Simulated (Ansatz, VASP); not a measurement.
**Two plane-wave programs on SrO**

Contents of INCAR:

```
SYSTEM = SrO
ALGO     = Normal         ! electronic algorithm
EDIFF    = 1E-7           ! SCF threshold, eV
ENCUT    = 520            ! plane-wave cutoff, eV
GGA      = PE             ! functional
ISIF     = 2              ! what is computed and relaxed
ISMEAR   = 0              ! smearing method
LASPH    = .True.         ! aspherical terms in the spheres
LCHARG   = .True.         ! write CHGCAR
LELF     = .True.         ! ELF
LREAL    = .False.        ! projectors in reciprocal space
LVHAR    = .True.       
LWAVE    = .False.        ! write WAVECAR
NBANDS   = 15             ! bands
NELM     = 60             ! most SCF steps
PREC     = Accurate       ! precision mode
SIGMA    = 0.05           ! smearing width, eV
```

KPOINTS

```
k-points
0
Gamma
  8 8 8
  0 0 0
```

POSCAR

```
SrO
1.0
    0.0000000000      2.5698000000      2.5698000000
    2.5698000000      0.0000000000      2.5698000000
    2.5698000000      2.5698000000      0.0000000000
Sr O
1 1
Direct
    0.0491459924      0.0491459924      0.0491459924
    0.5000000000      0.5000000000      0.5000000000
```

Input for Ansatz:

```yaml
crystal:
  lattice:
    - [0.0, 2.5698, 2.5698]
    - [2.5698, 0.0, 2.5698]
    - [2.5698, 2.5698, 0.0]
  atoms:
    - { symbol: Sr, position: [0.0491459924, 0.0491459924, 0.0491459924] }
    - { symbol: O, position: [0.5, 0.5, 0.5] }
basis:
  ecutwfc: 420
kpoints:
  mp_grid: { grid: [8, 8, 8] }
hamiltonian:
  xc: pbe
scf:
  occupations: { method: gaussian, width: 0.05 }
output:
  forces: true
  stress: true
  eigenvalues: true
```

Change from the starting cell: all Sr atoms moved +0.438 Å, as atom 1 along Cartesian [1 1 1].

Alike in both runs: task single point; functional PBE; k mesh 8 × 8 × 8; occupations gaussian, width 0.05 eV; no spin polarisation.

```csv
,VASP,Ansatz
version,VASP 6.6.1,Ansatz 0.2.0
potentials or method,"VASP PAW PBE potentials, release 64 (Sr_sv, O)","scalar-relativistic, plane waves, PAW"
plane-wave cutoff (eV),520,420
valence electrons in the cell,16,16
```

```tsv
	VASP	Ansatz	Ansatz less VASP
gap on the k mesh at the Fermi level (eV)	4.04	4.05	+0.006
least direct gap on the mesh (eV)	4.26	4.27	+0.012
pressure (GPa)	8.7	7.9	-0.81
largest component of the traceless stress (GPa)	1.41	1.31	-0.104
rms of the force components (eV/Å)	0.686	0.649	-0.0373
```

Atom by atom the forces differ by 0.037 eV/Å (rms over components).

Caveats: forces of over 1 eV/Å show positions far from the minimum, so gaps and moduli don't describe the material at rest. A k mesh can miss the band edges.
